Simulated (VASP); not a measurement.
## KCl in VASP 6.6.1, single-point calculation

INCAR

```
PREC = Accurate
AMIX = 0.1
GGA = PE
LREAL = .FALSE.
LASPH = .FALSE.
ISMEAR = -1
LWAVE = .FALSE.
ENCUT = 520
IMIX = 1
EDIFF = 1E-7
LCHARG = .FALSE.
IBRION = -1
NSW = 0
ISIF = 2
SIGMA = 0.02
NELM = 51
NBANDS = 15
```

KPOINTS

```
KPOINTS created by Atomic Simulation Environment
0
Gamma
8 8 8
0 0 0
```

POSCAR

```
K  Cl
 1.0000000000000000
     3.5652625018999999    0.0000000000000000    0.0000000000000000
     0.0000000000000000    3.5652625018999999    0.0000000000000000
     0.0000000000000000    0.0000000000000000    3.8466665134000002
 K   Cl
   1   1
Cartesian
  0.0000000000000000  0.0000000000000000  0.0000000000000000
  1.7826312509499997  1.7826312509499997  1.9233332567000005
```

The recommended PBE PAW datasets give the neutral cell 16 valence electrons.

Command

```
mpirun -np 1 vasp_std
```

Problem. How does this run end, and what does it give?

Solution. It didn't converge.

OSZICAR

```
N       E                     dE             d eps       ncg     rms          rms(c)
DAV:   1     0.104816237199E+03    0.10482E+03   -0.74453E+03  2250   0.992E+02
DAV:   2    -0.124927814898E+01   -0.10607E+03   -0.97869E+02  3018   0.250E+02
DAV:   3    -0.666576153075E+01   -0.54165E+01   -0.53860E+01  3107   0.496E+01
DAV:   4    -0.683347203036E+01   -0.16771E+00   -0.16766E+00  3304   0.811E+00
DAV:   5    -0.683478808174E+01   -0.13161E-02   -0.13160E-02  3217   0.811E-01    0.355E+00
DAV:   6    -0.674540782926E+01    0.89380E-01   -0.17072E-02  2880   0.856E-01    0.334E+00
DAV:   7    -0.668339407887E+01    0.62014E-01   -0.14118E-02  2915   0.753E-01    0.315E+00
DAV:   8    -0.664051210660E+01    0.42882E-01   -0.86626E-03  2873   0.615E-01    0.298E+00
DAV:   9    -0.661079707410E+01    0.29715E-01   -0.62808E-03  2929   0.519E-01    0.279E+00
DAV:  10    -0.659019696542E+01    0.20600E-01   -0.41803E-03  2878   0.438E-01    0.262E+00
...
DAV:  43    -0.654438671087E+01   -0.11392E-04   -0.13079E-06  2740   0.103E-02    0.104E-01
DAV:  44    -0.654439669838E+01   -0.99875E-05   -0.11037E-06  2691   0.945E-03    0.933E-02
DAV:  45    -0.654440543243E+01   -0.87340E-05   -0.93151E-07  2740   0.867E-03    0.836E-02
DAV:  46    -0.654441305318E+01   -0.76208E-05   -0.78666E-07  2691   0.795E-03    0.749E-02
DAV:  47    -0.654441968888E+01   -0.66357E-05   -0.66446E-07  2705   0.730E-03    0.670E-02
DAV:  48    -0.654442545620E+01   -0.57673E-05   -0.56144E-07  2670   0.669E-03    0.600E-02
DAV:  49    -0.654443046035E+01   -0.50042E-05   -0.47447E-07  2663   0.614E-03    0.538E-02
DAV:  50    -0.654443479557E+01   -0.43352E-05   -0.40106E-07  2663   0.564E-03    0.481E-02
DAV:  51    -0.654443854586E+01   -0.37503E-05   -0.33905E-07  2663   0.517E-03
   1 F= -.65444385E+01 E0= -.65444385E+01  d E =-.773534E-12
```

Standard output (part)

```
POSCAR found type information on POSCAR K Cl
 POSCAR found :  2 types and       2 ions
 LDA part: xc-table for (Slater+PW92), standard interpolation
 POSCAR, INCAR and KPOINTS ok, starting setup
 WAVECAR not read
 entering main loop
|     The electronic self-consistency was not achieved in the given           |
|     number of steps (NELM). The forces and other quantities evaluated       |
|     might not be reliable so examine the results carefully. If you find     |
|     spurious results, we suggest increasing NELM, if you were close to      |
|     convergence or switching to a different ALGO or adjusting the           |
|     density mixing parameters otherwise.                                    |
```
